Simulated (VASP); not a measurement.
Write the native input for VASP 6.6.1 that does the following.

```yaml
Task: band structure
Functional: HSE06
Potentials_or_basis: VASP PAW PBE potentials, release 64 (Te, Sr_sv)
Cutoff: 520 eV
k_mesh: 4 × 4 × 4
Occupations: gaussian, width 0.03 eV
Spin: no spin polarisation
Grid_for_exact_exchange_PRECFOCK: Fast
Screening_parameter: 0.2 1/A
Further_INCAR_settings: ALGO = Normal; EDIFF = 1e-06; NBANDS = 15
```

The system is SrTe.

```
CELL_PARAMETERS angstrom
0.00000 3.30760 3.30760
3.30760 0.00000 3.30760
3.30760 3.30760 0.00000
ATOMIC_POSITIONS crystal
Te 0.50000 0.50000 0.50000
Sr 0.00000 0.00000 0.00000
```

The cell was built by a generator and needn't be a form met in nature.

These files were run (other wordings do the same):

POSCAR

```
SrTe                                    
1.0
    0.0000000000      3.3076002723      3.3076002723
    3.3076002723      0.0000000000      3.3076002723
    3.3076002723      3.3076002723      0.0000000000
  Te              Sr            
     1     1
Direct
     0.5000000000000000    0.5000000000000000    0.5000000000000000
     0.0000000000000000    0.0000000000000000    0.0000000000000000
```

INCAR.step1

```
SYSTEM = SrTe
  PREC = Accurate
  ENCUT = 520
  EDIFF = 1E-5
  ISMEAR = 0
  SIGMA = 0.03
  LREAL = .FALSE.
  LASPH = .TRUE.
  NELM = 80
  ALGO = Normal
  ISIF = 2
  LWAVE = .TRUE.
  LCHARG = .FALSE.
  NBANDS = 15
  GGA = PE
```

INCAR.step2

```
SYSTEM = SrTe
  PREC = Accurate
  ENCUT = 520
  EDIFF = 1E-6
  ISMEAR = 0
  SIGMA = 0.03
  LREAL = .FALSE.
  LASPH = .TRUE.
  NELM = 80
  ALGO = Normal
  ISIF = 2
  LWAVE = .FALSE.
  LCHARG = .FALSE.
  GGA = PE
  LHFCALC = .TRUE.
  HFSCREEN = 0.2
  PRECFOCK = Fast
  NBANDS = 15
  ISTART = 1
```

KPOINTS

```
regular mesh
0
G
  4 4 4
  0 0 0
```

KPOINTS_OPT

```
explicit points
9
Reciprocal
 0.0000000000  0.0000000000  0.0000000000 1
 0.3750000000  0.3750000000  0.7500000000 1
 0.5000000000  0.5000000000  0.5000000000 1
 0.6250000000  0.2500000000  0.6250000000 1
 0.5000000000  0.2500000000  0.7500000000 1
 0.5000000000  0.0000000000  0.5000000000 1
 0.4000000000  0.0000000000  0.4000000000 1
 0.4250000000  0.0000000000  0.4250000000 1
 0.4500000000  0.0000000000  0.4500000000 1
```

Potentials or basis: VASP PAW PBE potentials, release 64 (Te, Sr_sv).

Command:

```sh
$ cat potpaw_PBE.64/Te/POTCAR potpaw_PBE.64/Sr_sv/POTCAR > POTCAR
$ cp INCAR.step1 INCAR
$ mpirun -np 1 vasp_std > vasp.out
$ cp INCAR.step2 INCAR
$ mpirun -np 1 vasp_std > vasp.out
```

Results of the run:

```yaml
Pressure: 1.4 GPa
Band_gap_on_the_k_mesh: 2.40 eV, indirect (least direct gap 3.24 eV)
Band_gap_along_the_path: 2.40 eV, indirect (least direct gap 3.24 eV)
```

Caveat: the PAW data sets were made with another functional, which shifts forces and pressure a little; spin-orbit coupling is left out, which moves the levels of the heavy elements.

Wall time 5.7 min on 1 thread of Intel(R) Xeon(R) 6975P-C (Granite Rapids) (shared host), peak memory 0.31 GiB.
